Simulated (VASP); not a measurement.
Input of a VASP 6.6.1 run:

File INCAR:

```
ALGO = Fast
EDIFF = 1E-7
ENCUT = 520
GGA = PS
ISIF = 2
ISMEAR = 0
LASPH = True
LCHARG = False
LREAL = False
LWAVE = False
NBANDS = 26
NELM = 100
PREC = Accurate
SIGMA = 0.1
```

File KPOINTS:

```
k-points
0
Gamma
  4 4 4
```

POSCAR

```
K
1.0
    2.6714735410     -8.4744628945      0.0000000000
    2.6714735410      8.4744628945      0.0000000000
    0.0000000000      0.0000000000      7.0701233291
K
4
Direct
    0.0980000000      0.9020000000      0.9100000000
    0.5980000000      0.4020000000      0.5900000000
    0.9020000000      0.0980000000      0.0900000000
    0.4020000000      0.5980000000      0.4100000000
```

Potentials or basis: VASP PAW PBE potentials, release 64 (K_sv).

The run is started by

```sh
$ cat potpaw_PBE.64/K_sv/POTCAR > POTCAR
$ mpirun -np 1 vasp_std > vasp.out
```

Problem. What does it give for the band gap on the k mesh?

Solution. None (metal or under the smearing width).

Problem. Predict the pressure.

Solution. 0.6 GPa.

Problem. Estimate the largest force.

Solution. 0.648 eV/Å.

Forces on the atoms (eV/Å):
```
K    0.000 -0.373  0.530
K    0.000 -0.373 -0.530
K    0.000  0.373 -0.530
K    0.000  0.373  0.530
```

Caveat: the PAW data sets were made with another functional, which shifts forces and pressure a little.
